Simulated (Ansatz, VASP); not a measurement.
# Al in VASP and in Ansatz

```
CELL_PARAMETERS angstrom
4.58019 0.00000 0.00000
-2.29010 3.96656 0.00000
0.00000 0.00000 2.72692
ATOMIC_POSITIONS crystal
Al 0.33333 0.66667 0.00000
Al 0.66667 0.33333 0.00000
```

Alike in both runs: functional PBE; k mesh 9 × 9 × 6; occupations gaussian, width 0.1 eV; no spin polarisation.

Ansatz relaxed the structure, and its values are those at the end. VASP's run is a single point on that final structure, the one shown.

|  | VASP | Ansatz |
| --- | --- | --- |
| version | VASP 6.6.1 | Ansatz 0.2.0 |
| potentials or method | VASP PAW PBE potentials, release 64 (Al) | scalar-relativistic, plane waves, PAW |
| plane-wave cutoff (eV) | 520 | 420 |
| valence electrons in the cell | 6 | 6 |

|  | VASP | Ansatz | Ansatz less VASP |
| --- | --- | --- | --- |
| gap on the k mesh at the Fermi level (eV) | none | none | - |
| pressure (GPa) | -0.3 | -0.3 | +0.02 |

A gap of «none» marks a metal or a gap that the smearing closes. The functional is the same, so the differences come from potentials, cutoffs and numerics.

Caveats: the k mesh is coarse (spacing up to 0.38 Å⁻¹), so the values aren't converged.
